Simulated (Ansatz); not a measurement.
# Black arsenene monolayer in a perpendicular field, part 3 of 3

Aim: how the black arsenene monolayer screens a field along its normal, and what the field does to its bands. A positive field points along +c.

Ansatz 0.2.0; plane-wave DFT, PBE-D3(BJ), Ansatz PAW.

So far, gap along the path (eV): step 3 (atoms held, field 0, start network) 0.389; step 5 (field -0.1 V/Å) 0.389; step 6 (field 0.2 V/Å) 0.387; step 7 (field -0.2 V/Å) 0.387; step 8 (field 0.35 V/Å) 0.381.

### 9. Response, atoms held

This step: plane-wave DFT, PBE-D3(BJ), Ansatz PAW; response to a field along the normal, atoms held (Ansatz 0.2.0).

The dipoles give the slope, and the difference of two potentials shows where the field is screened.

Numbers from this step:

```yaml
equivalent_conductor_thickness_p_eps_0ae: 5.029 Å
distance_between_the_outer_atoms: 2.405 Å
```

Dipole of the cell against applied field:

| applied field (V/Å) | dipole of the cell (e·Å) |
| --- | --- |
| -0.200 | -0.0928 |
| -0.100 | -0.0464 |
| 0.000 | -1.8e-7 |
| 0.100 | 0.0464 |
| 0.200 | 0.0928 |
| 0.350 | 0.162 |

Local field over the applied field, running mean. From the potentials at -0.1 and 0.1 V/Å; running mean over 2.5 Å. The local field over applied field by z:

z (Å), local field over applied field and a bar:
```
      4.5      0.998 ##############################
      5.0      0.994 ##############################
      5.5      0.983 ##############################
      6.0      0.954 #############################
      6.5      0.883 ##########################
      7.0      0.745 ######################
      7.5      0.560 ################
      8.0      0.381 ###########
      8.5      0.223 ######
      9.0      0.093 ##
      9.5      0.031 
     10.0      0.035 
     10.5      0.033 
     11.0      0.036 
     11.5      0.113 ###
     12.0      0.252 #######
     12.5      0.413 ############
     13.0      0.596 ##################
     13.5      0.777 #######################
     14.0      0.901 ###########################
     14.5      0.962 #############################
     15.0      0.986 ##############################
     15.5      0.995 ##############################
     16.0      0.998 ##############################
```

Electrons, planar mean, per unit field. The induced electron density by z:

| z (Å) | induced electron density (e/Å³ per V/Å) |
| --- | --- |
| 4.11 | 3.2e-6 |
| 4.53 | 8.6e-6 |
| 4.96 | 2.3e-5 |
| 5.38 | 5.8e-5 |
| 5.81 | 1.5e-4 |
| 6.23 | 3.5e-4 |
| 6.66 | 8.0e-4 |
| 7.08 | 0.00172 |
| 7.51 | 0.00320 |
| 7.94 | 0.00422 |
| 8.36 | 0.00231 |
| 8.79 | -3.9e-4 |
| 9.21 | -6.5e-4 |
| 9.64 | 0.00115 |
| 10.06 | 5.4e-4 |
| 10.34 | -5.4e-4 |
| 10.77 | -0.00115 |
| 11.19 | 6.5e-4 |
| 11.62 | 3.9e-4 |
| 12.04 | -0.00231 |
| 12.47 | -0.00422 |
| 12.89 | -0.00320 |
| 13.32 | -0.00172 |
| 13.74 | -8.0e-4 |
| 14.17 | -3.5e-4 |
| 14.60 | -1.5e-4 |
| 15.02 | -5.8e-5 |
| 15.45 | -2.3e-5 |
| 15.87 | -8.6e-6 |
| 16.30 | -3.2e-6 |

The smaller of the gaps on the path and on the k-mesh, counted as 0 under 0.03 eV. Table of gap by applied field:

| applied field (V/Å) | gap (eV) |
| --- | --- |
| -0.200 | 0.387 |
| -0.100 | 0.389 |
| 0.000 | 0.389 |
| 0.100 | 0.389 |
| 0.200 | 0.387 |
| 0.350 | 0.381 |

By hand: between -0.1 and 0.1 V/Å the dipole changes by 0.09273 e·Å, a slope of 0.4637 e·Å²/V. A perfect conductor of thickness t has p = ε₀AEt, so t = 180.95 × 0.4637 / 16.684 = 5.03 Å (e/ε₀ = 180.95 V·Å, A in Å²).

The induced dipole is that of a conductor 5.03 Å thick.

### 10. A changed input

This step: plane-wave DFT, PBE-D3(BJ), Ansatz PAW (Ansatz 0.2.0).

An input spoilt on purpose, to show how the run answers: it repeats the earlier run at 0.1 V/Å with efield.axis from 3 to 1, and scf.max_iter set to 50.

input.yaml

```yaml
crystal:
  lattice:
    - [4.5122351152, 0.0, 0.0]
    - [0.0, 3.6975446651, 0.0]
    - [0.0, 0.0, 20.4047861748]
  atoms:
    - { symbol: As, position: [0.0628361455, 0.0, 0.4410729876] }
    - { symbol: As, position: [0.4372497759, 0.5, 0.4410736872] }
    - { symbol: As, position: [0.9371638545, 0.0, 0.5589270124] }
    - { symbol: As, position: [0.5627502241, 0.5, 0.5589263128] }
kpoints:
  mp_grid: { grid: [10, 12, 1] }
  band_path:
    path:
      - [0, 0, 0]
      - [0.5, 0, 0]
      - [0.5, 0.5, 0]
      - [0, 0, 0]
      - [0, 0.5, 0]
      - [0.5, 0.5, 0]
    npoints: 16
hamiltonian:
  xc: pbe
  dispersion: d3bj
scf:
  occupations: { method: fermi_dirac, width: 0.05 }
  convergence: { dr2_threshold: 1.0e-10 }
  max_iter: 50
efield:
  axis: 1
  dipole_correction: true
  ramp_position: 0.9456
  ramp_width: 0.1088
  amplitude: 0.1
output:
  write_potential: true
  write_density: true
  volumetric_format: npy
```

On the command line:

```bash
$ ansatz run input.yaml --threads 2 --pin off --max-ram 3072MiB --backend cpu --events-out ev --progress --plain --runs-dir out
```

Numbers of over 12 decimals in the logs are rounded to 6 here.

Log:

```text
Engine: ansatz 0.2.0, aarch64-unknown-linux-gnu
Pseudopotentials: kind: paw
Pseudopotential: As, paw, valence charge 15, recommended cutoff 420 eV (normal), As.paw.azcp
Functional definition: PBE
  parameter kappa = 0.804
  parameter beta = 0.066725
  exchange = pbe_x(kappa = kappa, mu = beta*pi^2/3)
  correlation = pbe_c(beta = beta)
Crystal: 4 atoms, lattice volume = 340.437 Å³
Basis set: ecut = 420 eV, 6655 PW (Γ)
Bands: 36, of which v1, the nominal top of the filled ones, is band 30 counted from 1 (29 counted from 0)
Symmetry: 2 space group operations
k-points: 42 of 120 (time reversal used)
Non-local potential: As, projectors of the file, l = 0: 2, l = 1: 2, l = 2: 3, l = 3: 1
PAW form: soft (Blöchl's): semilocal exchange-correlation on the pseudo side does not see the compensation charge
PAW one-centre angular grid: As, 590 points (default); XC on 64 Gauss nodes
Initial density: superposition of atomic densities (neutral atoms: chi_scale 0, normalization atom, screened)
Initial wavefunctions: pseudopotential atomic-orbital guess
Functional: x = pbe(κ = 0.804, μ = 0.219515), c = pbe(β = 0.066725)
Error: efield: ion 0 (As) at fractional coordinate 0.0628 along the field axis lies inside the sawtooth ramp with 2 of the planes that the density is read on at each end, [0.8831, 0.1169] — the ramp must sit in vacuum (an ion there feels the fictitious reversed slope); set or move the ramp (efield.ramp_position / ramp_width) or move the geometry
```

Run time: 1.1 s. Hardware: 2 threads of Arm Neoverse N1, shared host; peak memory 0.42 GiB.

The program refused the input before any cycle.

The program's message: “Error: efield: ion 0 (As) at fractional coordinate 0.0628 along the field axis lies inside the sawtooth ramp with 2 of the planes that the density is read on at each end, [0.8831, 0.1169] — the ramp m …”

The fault put into the input: the field along an axis without vacuum.

### 11. A changed input

Another changed input: it repeats the earlier run at 0.1 V/Å with accuracy to high, scf.mixing.preconditioner to local_kerker and basis.ecutrho_ratio to 8.

input.yaml: that of step 10 with these lines changed.

```diff
@@ -27,5 +27,5 @@
   convergence: { dr2_threshold: 1.0e-10 }
-  max_iter: 50
+  mixing: { preconditioner: local_kerker }
 efield:
-  axis: 1
+  axis: 3
   dipole_correction: true
@@ -38 +38,4 @@
   volumetric_format: npy
+accuracy: high
+basis:
+  ecutrho_ratio: 8
```

Log:

```text
[...]
Crystal: 4 atoms, lattice volume = 340.437 Å³
Basis set: ecut = 420 eV, 6655 PW (Γ)
Bands: 36, of which v1, the nominal top of the filled ones, is band 30 counted from 1 (29 counted from 0)
Symmetry: 2 space group operations
k-points: 42 of 120 (time reversal used)
[...]
SCF iter  13: F=-19425.396224 eV  HF=-19425.396224 eV  |F-HF|=3.38e-10  |Δ(HF+E_count)|=  3.67e-10  Δρ=9.04e-8  dr2=2.88e-11  ethr=1.00e-12  p=0.046 e·Å  D=2.46e-2 V/Å  ΔV_dip=-0.50 eV  dr2_dipole=1.07e-12  V_vac-E_F(+/−)=4.64/3.39 eV  ⟨swp⟩=2.3  Hψ=3079  notcnv=0
SCF 1 converged in 13 iterations: F = -19425.396224 eV  dr2 = 2.88e-11
[...]
SCF converged after 13 iterations
Stability not checked: this state was not tested for a lower state beside it, because the mixer in use, unlike msr1, does not test its closes by its own steps (another_mixer; see scf.mixing.algorithm and scf.lower_state_search)
Free energy (F): -19425.396224 eV
[...]
Internal energy: -19425.396071 eV  (E = F + TS)
E sigma→0 (E₀):  -19425.396148 eV
Entropy (-TS):   -0.000153 eV (-0.038 meV/atom)
Fermi energy:    -0.333867 eV
Dipole field:    D = 0.024647 V/Å  (p = 0.046371 e·Å, saw-weighted, corrected)
Work function:   not extracted (applied field tilts the vacuum); planar V_es + V_field profile in the machine report
[...]
--- Band table (eV; the first three rows and the last of 42) ---
  k-point 0: bands = [... 26 lower, -3.7231, -2.5312, -2.0599, -0.8136, -0.0979, 1.3241, 1.8998, 2.6048, ... 2 higher]
  k-point 1: bands = [... 26 lower, -3.9286, -2.4836, -2.2737, -0.8753, -0.0322, 1.7847, 2.1808, 2.1985, ... 2 higher]
  k-point 2: bands = [... 26 lower, -4.3060, -2.6317, -2.3590, -1.0695, 0.1630, 1.3489, 2.3867, 2.8243, ... 2 higher]
  k-point 41: bands = [... 26 lower, -4.7869, -4.7864, -2.3598, -2.3587, 1.8928, 1.8942, 4.0108, 4.0110, ... 2 higher]
```

Wall time 89 s (2 threads); peak memory 1 GiB.

This step gave:

| Property | Result |
| --- | --- |
| energy at zero smearing | -19425.3961 eV |
| dipole along the normal | 0.04637 e·Å |
| gap along the path | 0.3884 eV |
| smallest direct gap along the path | 0.5200 eV |
| gap, the smaller of path and mesh | 0.3884 eV |

The electronic bands at the labelled points (eV, zero at the Fermi level of the run, which the smearing sets inside the gap):

| point | band 27 | band 28 | band 29 | band 30 | band 31 | band 32 | band 33 | band 34 |
| --- | --- | --- | --- | --- | --- | --- | --- | --- |
| Γ | -3.39 | -2.20 | -1.73 | -0.48 | 0.24 | 1.66 | 2.23 | 2.94 |
| halfway | -3.06 | -1.74 | -1.66 | -0.95 | 1.01 | 1.17 | 2.01 | 2.22 |
| X | -2.26 | -2.25 | -1.05 | -1.05 | 1.09 | 1.09 | 2.23 | 2.24 |
| halfway | -3.18 | -3.18 | -1.82 | -1.81 | 2.26 | 2.26 | 3.04 | 3.04 |
| S | -4.45 | -4.45 | -2.03 | -2.02 | 2.23 | 2.23 | 4.34 | 4.34 |
| halfway | -3.48 | -2.26 | -2.00 | -1.40 | 1.14 | 1.50 | 1.97 | 3.62 |
| Γ | -3.39 | -2.20 | -1.73 | -0.48 | 0.24 | 1.66 | 2.23 | 2.94 |
| halfway | -3.77 | -2.49 | -1.90 | -1.07 | 0.81 | 0.87 | 2.21 | 2.82 |
| Y | -2.64 | -2.63 | -2.30 | -2.30 | 0.79 | 0.79 | 1.16 | 1.17 |
| halfway | -3.69 | -3.69 | -2.01 | -2.01 | 1.72 | 1.72 | 2.61 | 2.61 |
| S | -4.45 | -4.45 | -2.03 | -2.02 | 2.23 | 2.23 | 4.34 | 4.34 |

| quantity | this run | earlier run | difference |
| --- | --- | --- | --- |
| dipole along the normal (e·Å) | 0.04637 | 0.04637 | 3.7e-6 |
| gap along the path (eV) | 0.3884 | 0.3885 | -6.0e-5 |
| smallest direct gap along the path (eV) | 0.5200 | 0.5200 | 0 |

Nothing in the table moves by 0.01 in its unit (for the dipole 0.5 % and 5e-5 e·Å). The run took 13 SCF cycles against 11.

On this path the gap is indirect, 0.39 eV, with the valence top between Γ and X and the conduction bottom at Γ. The least direct gap is 0.52 eV.

### 12. Results

```json
{"gap without field": "0.389 eV", "ionisation energy, upper face": "4.20 eV", "electron affinity, upper face": "3.81 eV", "equivalent conductor thickness, atoms held": "5.03 Å"}
```

In words: The induced dipole equals that of a perfect conductor 5.03 Å thick, while the outer atoms lie 2.40 Å apart; an out-of-plane ε follows only once a thickness t is chosen, by 1 − 1/ε = 5.03 Å / t. The gap stays within 0.01 eV of 0.39 eV over the fields run, up to 0.35 V/Å in size. Semilocal functionals give gaps that are too small, and excitons are not included. Spin-orbit coupling is left out.

[Logs are printed without paths, hosts, clocks, repeated set-up lines and the standing remarks that a program may print on its own settings, such as how far it seeks lower states.]

[Hosts, paths, dates, database ids (printed as entryN), source tags and the programs' standing remarks are cut or masked in the printed files.]

[Maps of the electrostatic potential energy from Ansatz leave out the sawtooth potential of an applied field or a dipole correction, so their vacuum need not be flat; planar profiles and work functions include it.]
